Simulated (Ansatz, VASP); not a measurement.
**One calculation of PtSe2 (Sudovikovite), two programs**

INCAR

```
SYSTEM = PtSe2
PREC = Accurate
ENCUT = 520
EDIFF = 1E-6
ISMEAR = -1
SIGMA = 0.02
LREAL = .FALSE.
LASPH = .TRUE.
NELM = 60
ALGO = Normal
ISIF = 2
LWAVE = .FALSE.
LCHARG = .FALSE.
GGA = PE
NBANDS = 18
```

Contents of KPOINTS:

```
Automatic mesh
0
G
  12 12 6
  0 0 0
```

Contents of POSCAR:

```
PtSe2
1.0
    3.7286599757      0.0000000000      0.0000000000
   -1.8643299879      3.2291142610      0.0000000000
    0.0000000000      0.0000000000      5.2770333298
Pt Se
1 2
Direct
    0.0000000000      0.0000000000      0.0000000000
    0.3333333333      0.6666666667      0.2462223091
    0.6666666667      0.3333333333      0.7537776909
```

Input for Ansatz:

```yaml
crystal:
  lattice:
    - [3.7286599757, 0.0, 0.0]
    - [-1.8643299879, 3.229114261, 0.0]
    - [0.0, 0.0, 5.2770333298]
  atoms:
    - { symbol: Pt, position: [0.0, 0.0, 0.0] }
    - { symbol: Se, position: [0.3333333333, 0.6666666667, 0.2462223091] }
    - { symbol: Se, position: [0.6666666667, 0.3333333333, 0.7537776909] }
kpoints:
  mp_grid: { grid: [12, 12, 6] }
  band_path:
    path:
      - [[0.0, 0.0, 0.0], [0.5, 6.566737751608e-17, -6.549053865114e-18], [0.3333333333333, 0.3333333333333, -2.767955853211e-18], [0.0, 0.0, 0.0], [7.277667768062e-36, 6.848820766169e-35, 0.5], [0.5, 6.715452075081e-17, 0.5], [0.3333333333333, 0.3333333333333, 0.5], [7.277667768062e-36, 6.848820766169e-35, 0.5]]
      - [[0.5, 6.715452075081e-17, 0.5], [0.5, 6.566737751608e-17, -6.549053865114e-18]]
      - [[0.3333333333333, 0.3333333333333, 0.5], [0.3333333333333, 0.3333333333333, -2.767955853211e-18]]
    npoints: 10
hamiltonian:
  xc: pbe
scf:
  occupations: { method: fermi_dirac, width: 0.02 }
  n_extra_bands: 4
output:
  forces: true
  stress: true
  eigenvalues: true
```

Alike in both runs: task single point; functional PBE; k mesh 12 × 12 × 6; occupations fermi-dirac, width 0.02 eV; no spin polarisation.

|  | VASP | Ansatz |
| --- | --- | --- |
| version | VASP 6.6.1 | Ansatz 0.2.0 |
| potentials or method | VASP PAW PBE potentials, release 64 (Pt, Se) | plane waves, PAW |
| plane-wave cutoff (eV) | 520 | 420 |
| valence electrons in the cell | 22 | 50 |

```csv
,VASP,Ansatz,Ansatz less VASP
pressure (GPa),3.8,3.8,+0.02
largest component of the traceless stress (GPa),1.16,1.15,-0.008
rms of the force components (eV/Å),0.081,0.080,-0.0015
```

Atom by atom the forces differ by 0.002 eV/Å (rms over components). The two sets of potentials don't hold the same shells in valence.

Spin-orbit coupling is left out, which matters for the levels of Pt.
